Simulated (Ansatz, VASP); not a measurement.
**Two plane-wave programs on AlN**

```
CELL_PARAMETERS angstrom
2.19962 2.19962 0.00000
-2.19962 2.19962 0.00000
0.00000 2.19962 2.17701
ATOMIC_POSITIONS crystal
Al 0.00000 0.00000 0.00000
N 0.25000 0.75000 0.50000
```

Change from the starting cell: in-plane strain +0.005, out-of-plane length and atoms relaxed by PAW.

Alike in both runs: functional PBEsol; k mesh 10 × 10 × 10; no spin polarisation.

Ansatz relaxed the structure, and its values are those at the end. VASP's run is a single point on that final structure, the one shown.

|  | VASP | Ansatz |
| --- | --- | --- |
| version | VASP 6.6.1 | Ansatz 0.2.0 |
| potentials or method | VASP PAW PBE potentials, release 64 (Al, N) | PAW with Ansatz's default frozen-core files, scalar-relativistic |
| plane-wave cutoff (eV) | 520 | 420 |
| occupations | gaussian, width 0.01 eV | fixed |
| valence electrons in the cell | 8 | 8 |

|  | VASP | Ansatz | Ansatz less VASP |
| --- | --- | --- | --- |
| pressure (GPa) | -0.9 | -0.9 | +0.04 |

Caveats: the PAW data sets were made with another functional, which shifts forces and pressure a little (VASP). A k mesh can miss the band edges.
